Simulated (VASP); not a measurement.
## AlP: relaxation of cell and atoms with PBEsol

AlP:

```
Al P
1.0
     0.00000    2.73570    2.73570
     2.73570    0.00000    2.73570
     2.73570    2.73570    0.00000
Al P
1 1
Direct
  0.00000 0.00000 0.00000
  0.25000 0.25000 0.25000
```

```
Program                : VASP 6.6.1
Task                   : relaxation of cell and atoms
Functional             : PBEsol
Potentials or basis    : VASP PAW PBE potentials, release 64 (Al, P)
Cutoff                 : 600 eV
k mesh                 : 8 × 8 × 8
Occupations            : gaussian, width 0.03 eV
Spin                   : no spin polarisation
Further INCAR settings : ALGO = Normal; EDIFF = 1e-07; IBRION = 2; EDIFFG = -0.005; NSW = 90; ISIF = 3
```

* Pressure after relaxing: 0.0 GPa
* Band gap on the k mesh: 1.45 eV, indirect (least direct gap 3.15 eV)

Final structure:
```
Al P
1.0
     0.00000    2.73570    2.73570
     2.73570    0.00000    2.73570
     2.73570    2.73570    0.00000
Al P
1 1
Cartesian
  0.0000 0.0000 0.0000
  1.3679 1.3679 1.3679
```

Levels at points of the mesh, in eV from the valence-band top:
```tsv
k point	band 1	band 2	band 3	band 4	band 5	band 6	band 7	band 8
(0.00, 0.00, 0.00)	-11.49	0.00	0.00	0.00	3.15	4.50	4.50	4.50
(0.50, 0.00, 0.00)	-9.81	-5.55	-0.76	-0.76	2.71	4.75	4.75	8.06
(0.50, 0.50, 0.00)	-9.15	-5.32	-2.11	-2.11	1.45	2.37	10.94	10.94
```

Run time: 8.5 s on 1 thread of Intel(R) Xeon(R) Platinum 8559C (Emerald Rapids), with other jobs on the host, peak memory 0.17 GiB.

Caveat: the relaxation stopped at its first step, so nothing moved; the PAW data sets were made with another functional, which shifts forces and pressure a little. A k mesh can miss the band edges.
